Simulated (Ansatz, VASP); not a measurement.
One calculation of Si, two programs

```
Si
1.0
     2.65107    0.00000    0.00000
    -1.32553    2.29589    0.00000
     0.00000    0.00000    4.54174
Si
2
Direct
  0.33333 0.66667 0.25000
  0.66667 0.33333 0.75000
```

This isn't the form of Si at room conditions, which is diamond.

Alike in both runs: functional LDA; k mesh 18 × 18 × 10; occupations gaussian, width 0.1 eV; no spin polarisation.

Ansatz relaxed the structure, and its values are those at the end. VASP's run is a single point on that final structure, the one shown.

|  | VASP | Ansatz |
| --- | --- | --- |
| version | VASP 6.6.1 | Ansatz 0.2.0 |
| potentials or method | VASP PAW LDA potentials, release 64 (Si) | scalar-relativistic, plane waves, PAW |
| plane-wave cutoff (eV) | 520 | 420 |
| valence electrons in the cell | 8 | 8 |

VASP gave:

```
gap on the k mesh at the Fermi level (eV) : none
pressure (GPa)                            : 0.1
```

Task: What did Ansatz give for the same quantities?

Result: gap on the k mesh at the Fermi level (eV): none; pressure (GPa): 0.0.

A gap of «none» marks a metal or a gap that the smearing closes.
